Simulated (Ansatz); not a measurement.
Ti, DFT, PBE, PAW with Ansatz's default frozen-core files, scalar-relativistic (Ansatz 0.2.0), run on 1 thread of Arm Neoverse V2 on a shared host.

The cell is COD entry 1534878, as deposited and not checked against the literature; nothing was relaxed. The listed cell was then made from it by scaling, straining or moving an atom.

Command: `ansatz run input.yaml --threads 1 --pin off --max-ram 3072MiB --backend cpu --events-out ev --progress --plain --runs-dir out`

```yaml
crystal:
  lattice:
    - [-0.0406, 2.0097, 2.0097]
    - [2.0097, -0.0406, 2.0097]
    - [2.0097, 2.0097, -0.0406]
  atoms:
    - { symbol: Ti, position: [0.0, 0.0, 0.0] }
kpoints:
  mp_grid: { grid: [15, 15, 15] }
scf:
  occupations: { method: fermi_dirac, width: 0.05 }
hamiltonian:
  xc: pbe
  pseudopotentials: { kind: paw }
output:
  forces: true
  stress: true
  eigenvalues: true
  efg: { contact_densities: true }
```

How large is the problem that the program sets up?

344 irreducible k-points, 331 plane waves at Γ, 10 bands.

Estimate the wall time and the peak memory.

3.2 s of wall time for 6 SCF iterations, with a peak of 0.36 GiB. Times on shared machines scatter by tens of per cent.

And the same cell and mesh by all-electron PAW (datasets made for this crystal), asked for forces, stress, eigenvalues, efg, on the same hardware?

7.2 s, peak memory 0.39 GiB.
